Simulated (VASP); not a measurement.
# ZnS (Wurtzite-2H) (P6_3mc) in VASP: a series of runs, part 2 of 2

VASP 6.6.1. Earlier steps stand in the parts before.

## Step 5: Single point, r2SCAN

Contents of POSCAR:

```
ZnS
1.0
    3.8110000000      0.0000000000      0.0000000000
   -1.9055000000      3.3004230000      0.0000000000
    0.0000000000      0.0000000000      6.2340000000
Zn S
2 2
Direct
    0.3333333333      0.6666666667      0.0000000000
    0.6666666667      0.3333333333      0.5000000000
    0.3333333333      0.6666666667      0.3850000000
    0.6666666667      0.3333333333      0.8850000000
```

Contents of INCAR.step1:

```
SYSTEM = ZnS
PREC     = Accurate       ! precision mode
ENCUT    = 520            ! plane-wave cutoff, eV
ISMEAR   = 0              ! smearing method
SIGMA    = 0.01           ! smearing width, eV
LREAL    = .False.        ! projectors in reciprocal space
LASPH    = .True.         ! aspherical terms in the spheres
NELM     = 80             ! most SCF steps
NBANDS   = 26             ! bands
GGA      = PE             ! functional
ALGO     = Normal         ! electronic algorithm
EDIFF    = 1E-4           ! SCF threshold, eV
LWAVE    = .True.         ! write WAVECAR
LCHARG   = .False.        ! write CHGCAR
```

Contents of INCAR.step2:

```
SYSTEM = ZnS
PREC     = Accurate       ! precision mode
ENCUT    = 520            ! plane-wave cutoff, eV
EDIFF    = 1E-7           ! SCF threshold, eV
ISMEAR   = 0              ! smearing method
SIGMA    = 0.01           ! smearing width, eV
LREAL    = .False.        ! projectors in reciprocal space
LASPH    = .True.         ! aspherical terms in the spheres
NELM     = 80             ! most SCF steps
ALGO     = Normal         ! electronic algorithm
ISIF     = 2              ! what is computed and relaxed
LWAVE    = .False.        ! write WAVECAR
LCHARG   = .True.         ! write CHGCAR
METAGGA  = R2SCAN         ! meta-GGA
LMIXTAU  = .True.       
LELF     = .True.         ! ELF
LVHAR    = .True.       
NBANDS   = 26             ! bands
ISTART   = 1
```

Contents of KPOINTS:

```
Automatic mesh
0
Gamma
  6 6 4
  0 0 0
```

Potentials or basis: VASP PAW PBE potentials, release 64 (Zn, S).

Launch:

```console
$ cat potpaw_PBE.64/Zn/POTCAR potpaw_PBE.64/S/POTCAR > POTCAR
$ cp INCAR.step1 INCAR
$ mpirun -np 1 vasp_std > vasp.out
$ cp INCAR.step2 INCAR
$ mpirun -np 1 vasp_std > vasp.out
```

OUTCAR:

```text
SYSTEM = ZnS
   PREC = Accurate
   ENCUT = 520
   EDIFF = 1E-7
   ISMEAR = 0
   LREAL = .False.
   LASPH = .True.
   NELM = 80
   ISIF = 2
   METAGGA = R2SCAN
   ISTART = 1

 ion  position               nearest neighbor table
   1  0.333  0.667  0.000-   4 2.31   4 2.31   4 2.31   3 2.40
   2  0.667  0.333  0.500-   3 2.31   3 2.31   3 2.31   4 2.40
   3  0.333  0.667  0.385-   2 2.31   2 2.31   2 2.31   1 2.40
   4  0.667  0.333  0.885-   1 2.31   1 2.31   1 2.31   2 2.40

  LATTYP: Found a hexagonal cell.
 ALAT       =     3.8110000000
 C/A-ratio  =     1.6357911309

  Lattice vectors:

 A1 = (   3.8110000000,   0.0000000000,   0.0000000000)
 A2 = (  -1.9055000000,   3.3004230000,   0.0000000000)
 A3 = (   0.0000000000,   0.0000000000,   6.2340000000)

Analysis of symmetry for initial positions (statically):
=====================================================================
 Subroutine PRICEL returns:
 Original cell was already a primitive cell.

 Routine SETGRP: Setting up the symmetry group for a
 hexagonal supercell.

 Subroutine GETGRP returns: Found 12 space group operations
 (whereof  6 operations were pure point group operations)
 out of a pool of 24 trial point group operations.

The static configuration has the point symmetry C_3v.
 The point group associated with its full space group is C_6v.

Analysis of symmetry for dynamics (positions and initial velocities):
=====================================================================
 Subroutine PRICEL returns:
 Original cell was already a primitive cell.

 Routine SETGRP: Setting up the symmetry group for a
 hexagonal supercell.

 Subroutine GETGRP returns: Found 12 space group operations
 (whereof  6 operations were pure point group operations)
 out of a pool of 24 trial point group operations.

The dynamic configuration has the point symmetry C_3v.
 The point group associated with its full space group is C_6v.

 Subroutine INISYM returns: Found 12 space group operations
 (whereof  6 operations are pure point group operations),
[... 115 lines left out ...]
     AMIX     =   0.40;   BMIX     =  1.00
     AMIX_MAG =   1.60;   BMIX_MAG =  1.00
  volume/ion in A,a.u.               =      19.60       132.29
  Fermi-wavevector in a.u.,A,eV,Ry     =   1.262943  2.386617 21.701646  1.595026
  Thomas-Fermi vector in A             =   2.396326
   LORBIT       =      0    0 simple, 1 ext, 2 COOP (PROOUT), +10 PAW based schemes
   METAGGA = R2SCAN    functional components
   LHFCALC =     F    Hartree Fock is set to
   AEXX    =    0.0000 exact exchange contribution
   IVDW    =     0    specifies the selected vdW correction
   LEPSILON=     F    determine dielectric tensor
   LRPA    =     F    only Hartree local field effects (RPA)
 non-spin polarized calculation
 Gauss-broadening in eV      SIGMA  =   0.01
  energy-cutoff  :      520.00
  volume of cell :       78.41
 maximum number of plane-waves:      2133
   NGX = 15   NGY = 15   NGZ = 23

 number of electron      35.9999977 magnetization

 Free energy of the ion-electron system (eV)
  ---------------------------------------------------
  ext. energy  EPLUGINS =         0.00000000
  ---------------------------------------------------
  free energy    TOTEN  =       -37.69976190 eV

  energy without entropy =      -37.69976190  energy(sigma->0) =      -37.69976190

 E-fermi :   1.9357     XC(G=0): -10.3067

 val. band max:        1.8875031906   @ k =   0.0000   0.0000   0.0000
 cond. band min:       4.7136162641   @ k =   0.0000   0.0000   0.0000
 fundamental gap:      2.8261130735
 Fermi energy:         1.9356662411

 k-point     1 :       0.0000    0.0000    0.0000
  band No.  band energies     occupation
      1     -11.8409      2.00000
      2     -10.8996      2.00000
      3      -4.6417      2.00000
      4      -4.6417      2.00000
      5      -4.5714      2.00000
      6      -4.5713      2.00000
[... 598 lines left out ...]
     25      12.1583      0.00000
     26      12.1583      0.00000

------------------------ aborting loop because EDIFF is reached ----------------------------------------

  FORCE on cell =-STRESS in cart. coord.  units (eV):
  Direction    XX          YY          ZZ          XY          YZ          ZX
  --------------------------------------------------------------------------------------
  -------------------------------------------------------------------------------------
  Total        0.4077580      0.4077580     -0.5450026      0.0000000      0.0000000      0.0000000
  in kB        8.3317785      8.3317794    -11.1361166      0.0000000      0.0000000      0.0000000
  external PRESSURE =       1.8424804 kB  Pullay stress =       0.0000000 kB

 VOLUME and BASIS-vectors are now :
 -----------------------------------------------------------------------------
  energy-cutoff  :      520.00
  volume of cell :       78.41
      direct lattice vectors                 reciprocal lattice vectors
     3.811000000  0.000000000  0.000000000     0.262398321  0.151495733  0.000000000
    -1.905500000  3.300423000  0.000000000     0.000000000  0.302991465  0.000000000
     0.000000000  0.000000000  6.234000000     0.000000000  0.000000000  0.160410651

 POSITION                                       TOTAL-FORCE (eV/Angst)
 -----------------------------------------------------------------------------------
     -0.00000      2.20028      0.00000         0.000000     -0.000000      0.319027
      1.90550      1.10014      3.11700        -0.000000      0.000000      0.319027
     -0.00000      2.20028      2.40009        -0.000000     -0.000000     -0.319027
      1.90550      1.10014      5.51709         0.000000      0.000000     -0.319027
 -----------------------------------------------------------------------------------
    total drift:                               -0.000000      0.000000      0.004109

  FREE ENERGIE OF THE ION-ELECTRON SYSTEM (eV)
  ---------------------------------------------------
  free  energy   TOTEN  =       -37.6997619007 eV

  energy  without entropy=      -37.6997619007  energy(sigma->0) =      -37.69976190
```

OUTCAR.step1:

```text
SYSTEM = ZnS
   PREC = Accurate
   ENCUT = 520
   ISMEAR = 0
   LREAL = .False.
   LASPH = .True.
   NELM = 80
[... 833 lines left out ...]
      1.90550      1.10014      3.11700        -0.000000     -0.000000      0.323978
     -0.00000      2.20028      2.40009        -0.000000      0.000000     -0.323978
      1.90550      1.10014      5.51709         0.000000      0.000000     -0.323978
 -----------------------------------------------------------------------------------
    total drift:                               -0.000000     -0.000000      0.000982

  FREE ENERGIE OF THE ION-ELECTRON SYSTEM (eV)
  ---------------------------------------------------
  free  energy   TOTEN  =       -13.6507560749 eV

  energy  without entropy=      -13.6507560749  energy(sigma->0) =      -13.65075607
```

Run time: 1.7 min. Hardware: 1 thread of AMD EPYC 9R45 (Zen 5), shared host; peak memory 0.18 GiB.

Results:

| Item | Value |
| --- | --- |
| Free energy | -37.6998 eV |
| Pressure | 0.2 GPa |
| Largest force | 0.319 eV/Å |
| Band gap on the k mesh | 2.83 eV, direct |

Forces on the atoms (eV/Å):
```
Zn   0.000  0.000  0.319
Zn   0.000  0.000  0.319
S    0.000  0.000 -0.319
S    0.000  0.000 -0.319
```

Stress tensor (GPa, compression positive):
```
 0.83  0.00  0.00
 0.00  0.83  0.00
 0.00  0.00 -1.11
```

Levels at points of the mesh, in eV from the valence-band top:
| k point | band 14 | band 15 | band 16 | band 17 | band 18 | band 19 | band 20 | band 21 | band 22 | band 23 |
| --- | --- | --- | --- | --- | --- | --- | --- | --- | --- | --- |
| (0.00, 0.00, 0.00) | -0.88 | -0.88 | -0.01 | -0.01 | 0.00 | 2.83 | 3.51 | 6.79 | 6.79 | 7.12 |
| (0.50, 0.00, 0.00) | -4.27 | -3.22 | -2.31 | -1.59 | -1.00 | 4.00 | 4.79 | 5.53 | 7.61 | 8.01 |
| (0.00, 0.00, 0.50) | -2.78 | -0.46 | -0.46 | -0.46 | -0.46 | 4.06 | 4.06 | 7.22 | 7.22 | 7.22 |
| (0.50, 0.00, 0.50) | -4.97 | -1.70 | -1.70 | -1.57 | -1.57 | 4.03 | 4.03 | 5.58 | 5.58 | 9.56 |

Caveat: the PAW data sets were made with another functional, which shifts forces and pressure a little.

## Step 6: Summary

```csv
level,potentials or basis,gap on the mesh (eV),pressure (GPa),largest force (eV/Å)
revPBE,"VASP PAW PBE potentials, release 64 (Zn, S)",2.38,4.4,0.33
LDA,"VASP PAW LDA potentials, release 64 (Zn, S)",2.02,-3.7,0.30
BLYP,"VASP PAW PBE potentials, release 64 (Zn, S)",2.26,6.4,0.34
r2SCAN,"VASP PAW PBE potentials, release 64 (Zn, S)",2.83,0.2,0.32
```

Alike in all rows: task single point; no spin polarisation; cell as given; k mesh 6 × 6 × 4; cutoff (eV) 520; smearing gaussian 0.01 eV.

Caveats: the PAW data sets were made with another functional, which shifts forces and pressure a little (some runs).

Absolute energies hang on the potentials; compare differences alone.

## Step 7: How close it comes

Step 5. Against the measured gap of ZnS, 3.911 eV (direct; 4 K; a printed reference work, monograph), the calculated 2.83 eV is off by -1.08 eV. The value is that of r2SCAN, without temperature or zero-point motion.
